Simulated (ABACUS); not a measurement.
The system is Tm.

```
Tm
1.0
     3.53750    0.00000    0.00000
    -1.76875    3.06356    0.00000
     0.00000    0.00000    5.55460
Tm
2
Direct
  0.66667 0.33333 0.75000
  0.33333 0.66667 0.25000
```

```yaml
Program: ABACUS 3.10.1
Task: single point
Functional: PBE
Potentials_or_basis: PseudoDojo NC SR 0.4.1 PBE standard, lanthanides 3+ (f in core)
Cutoff: 680 eV
Density_cutoff: 2721 eV
Basis: plane waves
k_mesh: 9 × 9 × 5
Occupations: fermi-dirac, width 0.05 eV
Spin: collinear spin, ferromagnetic start
Starting_moments: "[1.0, 1.0] μB"
```

On this cell: largest force under 0.003 eV/Å; net moment 0.02 μB per cell; band gap on the k mesh none (metal or under the smearing width).

The same run follows on a disturbed copy (atoms moved at random, drawn with an rms of 0.05 Å):

```
CELL_PARAMETERS angstrom
3.53750 0.00000 0.00000
-1.76875 3.06356 0.00000
0.00000 0.00000 5.55460
ATOMIC_POSITIONS crystal
Tm 0.67298 0.34114 0.74651
Tm 0.32150 0.64748 0.24648
```

Problem. What changes?

Solution. The energy (extrapolated to zero smearing) moves by +2.6 meV/atom; largest force 0.117 eV/Å; net moment 0.03 μB per cell; band gap on the k mesh none (metal or under the smearing width).

Forces in eV/Å, atoms in the order of the input:
```
Tm  -0.027 -0.114 -0.001
Tm   0.027  0.114  0.001
```

Caveats: the magnetic or orbital state may not be the lowest; all typed moments are zero, and the program then starts from 1 μB on every atom; spin-orbit coupling is left out, which moves the levels of the heavy elements; the 4f electrons are frozen in the core as for a trivalent ion, so they carry no moment and show no levels.
